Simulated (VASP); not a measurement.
## BaS: single point with r2SCAN

**The experiment to reproduce.**

From a printed reference work, monograph, original work of 1988, for a bulk crystal of BaS at 2 K: band gap 3.806 eV (indirect).

BaS:

```
Ba S
1.0
     0.00000    3.23578    3.23578
     3.23578    0.00000    3.23578
     3.23578    3.23578    0.00000
Ba S
1 1
Direct
  0.00000 0.00000 0.00000
  0.50000 0.50000 0.50000
```

```
Program             : VASP 6.6.1
Task                : single point
Functional          : r2SCAN
Potentials or basis : VASP PAW PBE potentials, release 64 (Ba_sv, S)
Cutoff              : 520 eV
k mesh              : 7 × 7 × 7
Occupations         : fermi-dirac, width 0.05 eV
Spin                : no spin polarisation
```

```yaml
Pressure: -0.4 GPa
Band_gap_on_the_k_mesh: 2.58 eV, indirect (least direct gap 2.75 eV)
```

Levels at points of the mesh, in eV from the valence-band top:
```
           k point  band 4  band 5  band 6  band 7  band 8  band 9  band 10  band 11  band 12  band 13
(0.00, 0.00, 0.00)  -11.58  -10.74    0.00    0.00    0.00    4.02     4.30     4.30     4.30     5.30
```

Wall time 4.8 min on 1 thread of AMD EPYC 7R13 (shared host), peak memory 0.19 GiB.

A measured gap of BaS is 3.806 eV (indirect; 2 K; a printed reference work, monograph, original work of 1988); the calculated 2.58 eV misses it by -1.22 eV. Spin-orbit coupling on Ba is left out. The value is that of r2SCAN on a finite k mesh, which can miss the band edges, without temperature or zero-point motion.

Caveat: the PAW data sets were made with another functional, which shifts forces and pressure a little; spin-orbit coupling is left out, which moves the levels of the heavy elements.
